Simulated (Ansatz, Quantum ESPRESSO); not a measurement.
# 2H-WS2, layer by layer, part 4 of 8

What does each added layer of 2H-WS2 bring in screening, and what does it do to the gap?

Quantum ESPRESSO 7.5; plane-wave DFT, PBE, GBRV ultrasoft pseudopotentials; geometry by Ansatz 0.2.0 with PAW datasets.

So far. Step 6 (Potential by pp.x, 1 layer): The slope in the vacuum is 0.100 eV/Å for an applied 0.10 V/Å, as it should be. Step 7 (Band structure, 1 layer: no field): Along this path the valence top lies at K and the conduction bottom at K. The valence levels at K and Γ lie only 0.04 eV apart, so strain, functional or spin-orbit coupling can change their order; in real monolayers of this family spin-orbit coupling lifts K.

### Step 9. Relaxation with Ansatz, 2 layers

Level of this step: plane-wave DFT, PBE-D3(BJ), Ansatz PAW (Ansatz 0.2.0).

System of this step: 2H-WS2, 2 layers, AA' stacking. The cell holds 6 atoms: 4 S and 2 W. Cell: a = 3.180 Å, b = 3.180 Å, c = 27.251 Å, α = 90.0°, β = 90.0°, γ = 120.0°. It derives from WS2. Vacuum lies along c.

Contents of input.yaml:

```yaml
crystal:
  lattice:
    - [3.18, 0.0, 0.0]
    - [-1.59, 2.753960784, 0.0]
    - [0.0, 0.0, 27.2512404648]
  atoms:
    - { symbol: S, position: [0.3333333333, 0.6666666667, 0.3119124067] }
    - { symbol: W, position: [0.0, 0.0, 0.3756823521] }
    - { symbol: S, position: [0.3333333333, 0.6666666667, 0.4394522975] }
    - { symbol: S, position: [0.0, 0.0, 0.5605477025] }
    - { symbol: W, position: [0.3333333333, 0.6666666667, 0.6243176479] }
    - { symbol: S, position: [0.0, 0.0, 0.6880875933] }
kpoints:
  mp_grid: { grid: [12, 12, 1] }
hamiltonian:
  xc: pbe
  dispersion: d3bj
scf:
  occupations: { method: fermi_dirac, width: 0.05 }
  convergence: { dr2_threshold: 1.0e-08 }
efield:
  axis: 3
  dipole_correction: true
  ramp_position: 0.97
  ramp_width: 0.04
relax:
  f_tol: 0.01
  cell: { fix: [c, alpha, beta] }
output:
  write_potential: true
  write_density: true
  volumetric_format: npy
```

Command:

```
> ansatz run input.yaml --threads 4 --pin off --max-ram 8192MiB --backend cpu --events-out ev --progress --plain --runs-dir out
```

Numbers of over 12 decimals in the logs are rounded to 6 here.

What it wrote:

```text
[...]
Crystal: 6 atoms, lattice volume = 238.655 Å³
Basis set: ecut = 420 eV, 4711 PW (Γ), exchange–correlation on 48×48×384 points (8 copies of the dense FFT grid, shifted against one another)
Bands: 32, of which v1, the nominal top of the filled ones, is band 26 counted from 1 (25 counted from 0)
Symmetry: 6 space group operations
k-points: 19 of 144 (time reversal used)
[...]
SCF iter   1: F=—  HF=-24383.964575 eV  |F-HF|=—  |Δ(HF+E_count)|=         —  Δρ=3.75e-3  dr2=9.05e-2  ethr=1.77e-3  p=0.000 e·Å  D=2.05e-4 V/Å  ΔV_dip=-0.01 eV  dr2_dipole=1.36e-6  V_vac-E_F(+/−)=4.96/4.97 eV  ⟨swp⟩=8.0  Hψ=3087  notcnv=0
[...]
SCF iter  11: F=-24383.973984 eV  HF=-24383.973984 eV  |F-HF|=3.34e-9  |Δ(HF+E_count)|=  9.13e-10  Δρ=5.78e-7  dr2=3.49e-9  ethr=1.92e-11  p=0.000 e·Å  D=1.58e-6 V/Å  ΔV_dip=-0.00 eV  dr2_dipole=7.84e-10  V_vac-E_F(+/−)=4.94/4.94 eV  ⟨swp⟩=9.4  Hψ=4128  notcnv=0
SCF 1 converged in 11 iterations: F = -24383.973984 eV  dr2 = 3.49e-9
[...]
relax step   1: F+E_penalty+E_count = -24383.97398430 eV  Δ(F+E_penalty+E_count) = +0.000e0 eV  max|allowed force component| = 2.681e0 eV/Å  Δτ_max = 0.0000 Å  P = -7.443 GPa  Ω = 238.655 Å³  fix = [c, alpha, beta]  reactions: c -12.851 GPa  (11 SCF iters, accepted)
Crystal: 6 atoms, lattice volume = 235.282 Å³
Basis set: ecut = 420 eV, 4543 PW (Γ), exchange–correlation on 48×48×384 points (8 copies of the dense FFT grid, shifted against one another)
[...]
SCF iter  10: F=-24384.908494 eV  HF=-24384.908494 eV  |F-HF|=6.33e-10  |Δ(HF+E_count)|=   4.27e-9  Δρ=5.70e-7  dr2=1.50e-9  ethr=1.92e-11  p=-0.000 e·Å  D=-6.06e-7 V/Å  ΔV_dip=0.00 eV  dr2_dipole=7.25e-12  V_vac-E_F(+/−)=4.71/4.71 eV  ⟨swp⟩=8.8  Hψ=4496  notcnv=0
SCF 2 converged in 10 iterations: F = -24384.908494 eV  dr2 = 1.50e-9
relax step   2: F+E_penalty+E_count = -24384.90849389 eV  Δ(F+E_penalty+E_count) = -9.345e-1 eV  max|allowed force component| = 6.264e-1 eV/Å  Δτ_max = 0.1949 Å  P = +1.165 GPa  Ω = 235.282 Å³  energy of the carried Pulay correction = +2.311e-4 eV  fix = [c, alpha, beta]  reactions: c +1.863 GPa  (10 SCF iters, accepted)
Crystal: 6 atoms, lattice volume = 234.781 Å³
Basis set: ecut = 420 eV, 4531 PW (Γ), exchange–correlation on 48×48×384 points (8 copies of the dense FFT grid, shifted against one another)
[...]
SCF iter  10: F=-24384.979292 eV  HF=-24384.979292 eV  |F-HF|=6.48e-10  |Δ(HF+E_count)|=   1.73e-8  Δρ=4.89e-7  dr2=7.30e-10  ethr=1.92e-11  p=0.000 e·Å  D=3.30e-7 V/Å  ΔV_dip=-0.00 eV  dr2_dipole=2.46e-13  V_vac-E_F(+/−)=4.72/4.72 eV  ⟨swp⟩=9.4  Hψ=4868  notcnv=0
SCF 3 converged in 10 iterations: F = -24384.979292 eV  dr2 = 7.30e-10
[...]
relax step   3: F+E_penalty+E_count = -24384.97929194 eV  Δ(F+E_penalty+E_count) = -7.080e-2 eV  max|allowed force component| = 1.687e-1 eV/Å  Δτ_max = 0.1927 Å  P = -0.471 GPa  Ω = 234.781 Å³  energy of the carried Pulay correction = +2.657e-4 eV  fix = [c, alpha, beta]  reactions: c -1.087 GPa  (10 SCF iters, accepted)
[...]
relax step   4: F+E_penalty+E_count = -24385.00535160 eV  Δ(F+E_penalty+E_count) = -2.606e-2 eV  max|allowed force component| = 1.129e-1 eV/Å  Δτ_max = 0.1949 Å  P = -0.169 GPa  Ω = 234.942 Å³  energy of the carried Pulay correction = +2.546e-4 eV  fix = [c, alpha, beta]  reactions: c -0.364 GPa  (10 SCF iters, accepted)
[...]
relax step   5: F+E_penalty+E_count = -24385.00640297 eV  Δ(F+E_penalty+E_count) = -1.051e-3 eV  max|allowed force component| = 1.566e-2 eV/Å  Δτ_max = 0.0163 Å  P = +0.029 GPa  Ω = 235.132 Å³  energy of the carried Pulay correction = +2.415e-4 eV  fix = [c, alpha, beta]  reactions: c +0.028 GPa  (8 SCF iters, accepted)
[...]
relax step   6: F+E_penalty+E_count = -24385.00641742 eV  Δ(F+E_penalty+E_count) = -1.445e-5 eV  max|allowed force component| = 6.093e-3 eV/Å  Δτ_max = 0.0031 Å  P = -0.016 GPa  Ω = 235.195 Å³  energy of the carried Pulay correction = +2.371e-4 eV  fix = [c, alpha, beta]  reactions: c -0.026 GPa  (6 SCF iters, accepted)
[...]
SCF iter   4: F=-24385.006149 eV  HF=-24385.006149 eV  |F-HF|=4.00e-10  |Δ(HF+E_count)|=   1.26e-9  Δρ=4.20e-7  dr2=6.34e-10  ethr=1.92e-11  p=-0.000 e·Å  D=-1.15e-7 V/Å  ΔV_dip=0.00 eV  dr2_dipole=1.34e-11  V_vac-E_F(+/−)=4.63/4.63 eV  ⟨swp⟩=9.8  Hψ=4126  notcnv=0
SCF 7 converged in 4 iterations: F = -24385.006149 eV  dr2 = 6.34e-10
relax step   7: F+E_penalty+E_count = -24385.00614923 eV  Δ(F+E_penalty+E_count) = +2.682e-4 eV  max|allowed force component| = 6.049e-3 eV/Å  Δτ_max = 0.0000 Å  P = -0.014 GPa  Ω = 235.195 Å³  fix = [c, alpha, beta]  reactions: c -0.024 GPa  stress off target by 9.16e-3 GPa on what of the cell is left free  SCF on the basis re-selected at this cell (its energy is not comparable with the rows above)  (4 SCF iters)
basis re-selected at this cell: Δ(F+E_penalty+E_count) = +2.682e-4 eV, ΔP = +0.002 GPa vs the last step (what re-selecting the basis moved, of the pressure what is left beyond the Pulay correction that the steps carried, after the strain that the cell walked since its last selection, with what the two solves' SCF thresholds leave and, on support functions, any second-order correction that the steps lacked; it is no m [...]
SCF converged after 4 iterations
Free energy (F): -24385.006149 eV
[...]
Internal energy: -24385.006149 eV  (E = F + TS)
E sigma→0 (E₀):  -24385.006149 eV
Entropy (-TS):   -0.000000 eV (-0.000 meV/atom)
Fermi energy:    2.961835 eV
Dipole field:    D = 0.000004 V/Å  (p = 0.000006 e·Å, saw-weighted, corrected)
Work function:   Φ+ = 4.6345 eV   Φ− = 4.6346 eV
[...]
--- Forces (eV/Å), atoms counted from 1 ---
  atom   1  S      0.00000000     0.00000000     0.00263914
  atom   2  W      0.00000000     0.00000000     0.00300610
  atom   3  S      0.00000000    -0.00000000    -0.00604954
  atom   4  S      0.00000000     0.00000000     0.00604757
  atom   5  W      0.00000000    -0.00000000    -0.00300296
  atom   6  S     -0.00000000     0.00000000    -0.00264326
  max |Σ_I F_I| component: 2.96e-6 eV/Å
--- Stress (GPa, compression-positive) ---
       -0.009157       0.000000       0.000000
        0.000000      -0.009157       0.000000
        0.000000       0.000000      -0.023728
  P = ⅓ Tr σ = -0.0140 GPa (-0.140 kbar)
--- Band table (eV; the first three rows and the last of 19) ---
  k-point 0: bands = [... 22 lower, 0.3534, 0.3534, 1.5793, 2.3278, 4.8271, 4.8271, 4.8454, 4.8454, ... 2 higher]
  k-point 1: bands = [... 22 lower, 0.3946, 0.7015, 1.5610, 2.1607, 4.6961, 4.7290, 4.7418, 4.7978, ... 2 higher]
  k-point 2: bands = [... 22 lower, 0.3094, 0.7085, 1.4036, 1.6456, 4.1753, 4.4704, 4.5713, 4.7132, ... 2 higher]
  k-point 18: bands = [... 22 lower, -0.4900, -0.4900, 1.8365, 1.9565, 3.8364, 3.8364, 4.8282, 5.5027, ... 2 higher]
--- Relaxed structure (6 steps of the walk, 6 accepted, 1 SCFs on fresh bases) ---
[...]
cell:  # Å, volume = 235.1954 Å³
    - [3.156864, -8.561881945693617e-19, 0]
    - [-1.578432, 2.733925, 0]
    - [0, 0, 27.2512404648]
  atoms:
    - { symbol: S, position: [0.333333, 0.666667, 0.330523] }
    - { symbol: W, position: [1.2077524194246158e-17, -2.7755575615628914e-17, 0.388377] }
    - { symbol: S, position: [0.333333, 0.666667, 0.446169] }
    - { symbol: S, position: [-6.3902751267722005e-18, -2.775557561562891e-17, 0.553831] }
    - { symbol: W, position: [0.333333, 0.666667, 0.611623] }
    - { symbol: S, position: [-1.7706508510532886e-17, -2.7755575615628914e-17, 0.669477] }
```

Wall time 21 s (4 threads of Arm Neoverse V2, shared host); peak memory 0.56 GiB; 79 s of CPU time.

Step by step:

| step | energy less that of the first step (eV) | largest force component (eV/Å) | pressure (GPa) | volume (Å³) |
| --- | --- | --- | --- | --- |
| 1 | 0.0000 | 2.6814 | -7.44 | 238.66 |
| 2 | -0.9345 | 0.6264 | 1.16 | 235.28 |
| 3 | -1.0053 | 0.1687 | -0.47 | 234.78 |
| 4 | -1.0314 | 0.1129 | -0.17 | 234.94 |
| 5 | -1.0324 | 0.0157 | 0.03 | 235.13 |
| 6 | -1.0324 | 0.0061 | -0.02 | 235.20 |
| 7* | -1.0322 | 0.0060 | -0.01 | 235.20 |

Relaxation steps marked * repeat the geometry before them on a plane-wave basis chosen anew for their cell, so energy and pressure can jump there.

| cell as run | before | after | change |
| --- | --- | --- | --- |
| a (Å) | 3.180 | 3.157 | -0.7 % |
| b (Å) | 3.180 | 3.157 | -0.7 % |

The atoms that moved most (Å, along periodic axes as changes of fractional coordinates times the final cell, across vacuum about the mean position):

| atom | dx | dy | dz | length |
| --- | --- | --- | --- | --- |
| S1 | 0.000 | 0.000 | 0.507 | 0.507 |
| S6 | 0.000 | 0.000 | -0.507 | 0.507 |
| W5 | 0.000 | 0.000 | -0.346 | 0.346 |
| W2 | 0.000 | 0.000 | 0.346 | 0.346 |
| S3 | 0.000 | 0.000 | 0.183 | 0.183 |
| S4 | 0.000 | 0.000 | -0.183 | 0.183 |

Final coordinates:

```xyz
6
Lattice="3.1569 0.0000 0.0000 -1.5784 2.7339 0.0000 0.0000 0.0000 27.2512" Properties=species:S:1:pos:R:3
S     0.0000    1.8226    9.0072
W     0.0000    0.0000   10.5837
S     0.0000    1.8226   12.1587
S     0.0000    0.0000   15.0926
W     0.0000    1.8226   16.6675
S     0.0000    0.0000   18.2441
```

Numbers from this step:

```
free energy                                                      : -24385.0061 eV
Fermi energy                                                     : 2.962 eV
gap by band count                                                : 1.354 eV
dipole along the normal                                          : 5.75e-6 e·Å
vacuum level at the upper face over a Fermi level inside the gap : 4.635 eV
vacuum level at the lower face over a Fermi level inside the gap : 4.635 eV
```

### Step 10. Ground state, 2 layers: no field

Level of this step: plane-wave DFT, PBE, GBRV ultrasoft pseudopotentials (Quantum ESPRESSO 7.5).

Contents of n2.f0.in:

```
&control
  prefix = 'n2.f0'
  outdir = './out'
  pseudo_dir = './pseudo'
  calculation = 'scf'
  tprnfor = .true.
  tefield = .true.
  dipfield = .true.
/
&system
  ibrav = 0
  nat = 6
  ntyp = 2
  ecutwfc = 40
  ecutrho = 200
  occupations = 'smearing'
  smearing = 'fd'
  degauss = 0.004
  edir = 3
  emaxpos = 0.97
  eopreg = 0.04
  eamp = 0.0
  nbnd = 30
/
&electrons
  conv_thr = 1e-09
  mixing_beta = 0.4
  electron_maxstep = 120
  mixing_mode = 'plain'
/
ATOMIC_SPECIES
  S   32.0600  s_pbe_v1.4.uspp.F.UPF
  W   183.8400  w_pbe_v1.2.uspp.F.UPF
CELL_PARAMETERS angstrom
  3.15686442697594 -0.00000000000000 -0.00000000000000
  -1.57843221348797 2.73392479006457 0.00000000000000
  -0.00000000000000 -0.00000000000000 27.25124046480000
ATOMIC_POSITIONS crystal
  S   0.333333333333 0.666666666667 0.330523147172
  W   0.000000000000 -0.000000000000 0.388376645457
  S   0.333333333333 0.666666666667 0.446168908721
  S   -0.000000000000 -0.000000000000 0.553831091894
  W   0.333333333333 0.666666666667 0.611623349377
  S   -0.000000000000 -0.000000000000 0.669476857378
K_POINTS automatic
  12 12 1 0 0 0
```

Command:

```
> OMP_NUM_THREADS=1 mpirun -n 4 pw.x -nk 4 -in n2.f0.in > n2.f0.out
```

What it wrote:

```text
[banner, memory and clock lines left out]
Program PWSCF v.7.5 starts
[...]
number of electrons       =        52.00
     number of Kohn-Sham states=           30
     kinetic-energy cutoff     =      40.0000  Ry
     charge density cutoff     =     200.0000  Ry
[...]
number of k points=    74  Fermi-Dirac smearing, width (Ry)=  0.0040
[...]
Dense  grid:    76029 G-vectors     FFT dimensions: (  27,  27, 240)
[...]
negative rho (up, down):  1.275E-01 0.000E+00
[...]
Starting wfcs are   42 randomized atomic wfcs
[...]
negative rho (up, down):  1.290E-01 0.000E+00
[...]
estimated scf accuracy    <       0.19513532 Ry
[...]
negative rho (up, down):  1.310E-01 0.000E+00
[...]
estimated scf accuracy    <       0.03469569 Ry
[...]
negative rho (up, down):  1.319E-01 0.000E+00
[...]
estimated scf accuracy    <       0.01399051 Ry
[...]
negative rho (up, down):  1.328E-01 0.000E+00
[...]
estimated scf accuracy    <       0.00246333 Ry
[...]
negative rho (up, down):  1.333E-01 0.000E+00
[...]
estimated scf accuracy    <       0.00711708 Ry
[...]
negative rho (up, down):  1.333E-01 0.000E+00
[...]
estimated scf accuracy    <       0.00038912 Ry
[...]
negative rho (up, down):  1.333E-01 0.000E+00
[...]
estimated scf accuracy    <       0.00004616 Ry
[...]
negative rho (up, down):  1.332E-01 0.000E+00
[...]
estimated scf accuracy    <       0.00001571 Ry
[...]
negative rho (up, down):  1.332E-01 0.000E+00
[...]
estimated scf accuracy    <       0.00000971 Ry
[...]
negative rho (up, down):  1.332E-01 0.000E+00
[...]
estimated scf accuracy    <       0.00000045 Ry
[...]
negative rho (up, down):  1.332E-01 0.000E+00
[...]
estimated scf accuracy    <       0.00000037 Ry
[...]
negative rho (up, down):  1.331E-01 0.000E+00
[...]
estimated scf accuracy    <       0.00000012 Ry
[...]
negative rho (up, down):  1.331E-01 0.000E+00
[...]
estimated scf accuracy    <       0.00000001 Ry
[...]
negative rho (up, down):  1.331E-01 0.000E+00
[...]
Total length         49.4375 bohr
[...]
estimated scf accuracy    <          1.8E-09 Ry
[...]
negative rho (up, down):  1.331E-01 0.000E+00
[...]
Computed dipole along edir(3) :
        Dipole                0.0000 Ry au,          0.0001 Debye
        Dipole field          0.0000 Ry au,
        Potential amp.       -0.0000 Ry
        Total length         49.4375 bohr
[...]
the Fermi energy is     2.9730 ev
!    total energy              =    -415.02353846 Ry
     estimated scf accuracy    <          2.3E-10 Ry
     smearing contrib. (-TS)   =      -0.00000002 Ry
     internal energy E=F+TS    =    -415.02353844 Ry
[...]
one-electron contribution =   -3380.78664142 Ry
     hartree contribution      =    1694.56539268 Ry
     xc contribution           =    -116.46118479 Ry
     ewald contribution        =    1387.65889509 Ry
     electric field correction =       0.00000000 Ry
     convergence has been achieved in  15 iterations
     negative rho (up, down):  1.331E-01 0.000E+00
[...]
Total force =     0.009087     Total SCF correction =     0.000097
[...]
```

Elapsed: 1.8 min, on 4 MPI ranks; peak memory 1 GiB.

Read from the output:

```
free energy                          : -5646.6829 eV
Fermi energy                         : 2.973 eV
dipole along the normal              : 2.08e-5 e·Å
valence top, on the run's zero       : 2.341 eV
conduction bottom, on the run's zero : 3.698 eV
gap by band count                    : 1.358 eV
```

### Step 11. Potential by pp.x, 2 layers

Contents of n2.f0.pot.in:

```
&inputpp
  prefix = 'n2.f0'
  outdir = './out'
  filplot = 'n2.f0.pot.dat'
  plot_num = 11
/
```

Command:

```
> OMP_NUM_THREADS=1 mpirun -n 4 pp.x -in n2.f0.pot.in > n2.f0.pot.out
```

Wall time 1 s (4 MPI ranks); peak memory 0.15 GiB; 3.8 s of CPU time.

Numbers from this step:

| Property | Result |
| --- | --- |
| slope of the potential above | 4.68e-5 eV/Å |
| upper vacuum line continued to the top atoms, over the valence top | 5.267 eV |
| slope of the potential below | -4.16e-5 eV/Å |
| lower vacuum line continued to the bottom atoms, over the valence top | 5.267 eV |
| vacuum level at the upper face over the valence top of the mesh | 5.267 eV |
| vacuum level at the lower face over the valence top of the mesh | 5.267 eV |

### Step 12. SCF with pw.x, 2 layers: field 0.1 V/Å

n2.f1.in, as its differences from the input of step 10:

```diff
@@ -1,3 +1,3 @@
 &control
-  prefix = 'n2.f0'
+  prefix = 'n2.f1'
   outdir = './out'
@@ -21,3 +21,3 @@
   eopreg = 0.04
-  eamp = 0.0
+  eamp = 0.00194469
   nbnd = 30
@@ -29,2 +29,3 @@
   mixing_mode = 'plain'
+  startingpot = 'file'
 /
```

Command:

```
> cp -r out/n2.f0.save out/n2.f1.save
> OMP_NUM_THREADS=1 mpirun -n 4 pw.x -nk 4 -in n2.f1.in > n2.f1.out
```

What it wrote:

```text
[banner, memory and clock lines left out]
Program PWSCF v.7.5 starts
[...]
number of electrons       =        52.00
     number of Kohn-Sham states=           30
     kinetic-energy cutoff     =      40.0000  Ry
     charge density cutoff     =     200.0000  Ry
[...]
number of k points=    74  Fermi-Dirac smearing, width (Ry)=  0.0040
[...]
Dense  grid:    76029 G-vectors     FFT dimensions: (  27,  27, 240)
[...]
The initial density is read from file :
[...]
negative rho (up, down):  1.331E-01 0.000E+00
[...]
Starting wfcs are   42 randomized atomic wfcs
[...]
negative rho (up, down):  1.332E-01 0.000E+00
[...]
estimated scf accuracy    <       0.01662705 Ry
[...]
negative rho (up, down):  1.332E-01 0.000E+00
[...]
estimated scf accuracy    <       0.18817509 Ry
[...]
negative rho (up, down):  1.332E-01 0.000E+00
[...]
estimated scf accuracy    <       0.00022682 Ry
[...]
negative rho (up, down):  1.332E-01 0.000E+00
[...]
estimated scf accuracy    <       0.00013148 Ry
[...]
negative rho (up, down):  1.332E-01 0.000E+00
[...]
estimated scf accuracy    <       0.00005116 Ry
[...]
negative rho (up, down):  1.332E-01 0.000E+00
[...]
estimated scf accuracy    <       0.00001888 Ry
[...]
negative rho (up, down):  1.332E-01 0.000E+00
[...]
estimated scf accuracy    <       0.00000054 Ry
[...]
negative rho (up, down):  1.331E-01 0.000E+00
[...]
estimated scf accuracy    <       0.00000189 Ry
[...]
negative rho (up, down):  1.331E-01 0.000E+00
[...]
estimated scf accuracy    <       0.00000053 Ry
[...]
negative rho (up, down):  1.331E-01 0.000E+00
[...]
estimated scf accuracy    <       0.00000005 Ry
[...]
negative rho (up, down):  1.331E-01 0.000E+00
[...]
estimated scf accuracy    <       0.00000005 Ry
[...]
negative rho (up, down):  1.331E-01 0.000E+00
[...]
estimated scf accuracy    <       0.00000002 Ry
[...]
negative rho (up, down):  1.331E-01 0.000E+00
[...]
Computed dipole along edir(3) :
        Dipole                0.0924 Ry au,          0.2349 Debye
        Dipole field          0.0007 Ry au,
        E field amplitude [Ha a.u.]:  1.9447E-03
        Potential amp.        0.1199 Ry
        Total length         49.4375 bohr
[...]
the Fermi energy is     2.9884 ev
!    total energy              =    -415.02371852 Ry
     estimated scf accuracy    <          9.6E-10 Ry
     smearing contrib. (-TS)   =      -0.00000002 Ry
     internal energy E=F+TS    =    -415.02371850 Ry
[...]
one-electron contribution =   -3380.78586241 Ry
     hartree contribution      =    1694.56469969 Ry
     xc contribution           =    -116.46115902 Ry
     ewald contribution        =    1387.65889509 Ry
     electric field correction =      -0.00029186 Ry
     convergence has been achieved in  13 iterations
     negative rho (up, down):  1.331E-01 0.000E+00
[...]
Total force =     0.009103     Total SCF correction =     0.000235
[...]
```

Run time: 1.8 min. Hardware: 4 MPI ranks; peak memory 0.67 GiB; 7.1 min of CPU time.

This step gave:

| Property | Result |
| --- | --- |
| free energy | -5646.6854 eV |
| Fermi energy | 2.988 eV |
| dipole along the normal | 0.04890 e·Å |
| valence top, on the run's zero | 2.360 eV |
| conduction bottom, on the run's zero | 3.711 eV |
| gap by band count | 1.351 eV |

### Step 13. Electrostatic potential, 2 layers

Contents of n2.f1.pot.in:

```
&inputpp
  prefix = 'n2.f1'
  outdir = './out'
  filplot = 'n2.f1.pot.dat'
  plot_num = 11
/
```

Command:

```
> OMP_NUM_THREADS=1 mpirun -n 4 pp.x -in n2.f1.pot.in > n2.f1.pot.out
```

The job ended after 1 s (4 MPI ranks; peak memory 0.15 GiB).

Read from the output:

| Quantity | Value |
| --- | --- |
| slope of the potential above | 0.1000 eV/Å |
| upper vacuum line continued to the top atoms, over the valence top | 5.214 eV |
| slope of the potential below | 0.09995 eV/Å |
| lower vacuum line continued to the bottom atoms, over the valence top | 5.316 eV |

The slope in the vacuum is 0.100 eV/Å for an applied 0.10 V/Å, as it should be.

(Part 4 of 8 ends here.)

[Logs are printed without paths, hosts, clocks, repeated set-up lines and the standing remarks that a program may print on its own settings, such as how far it seeks lower states.]

[Hosts, paths, dates, database ids (printed as entryN), source tags and the programs' standing remarks are cut or masked in the printed files.]

[Maps of the electrostatic potential energy from Ansatz leave out the sawtooth potential of an applied field or a dipole correction, so their vacuum need not be flat; planar profiles and work functions include it.]
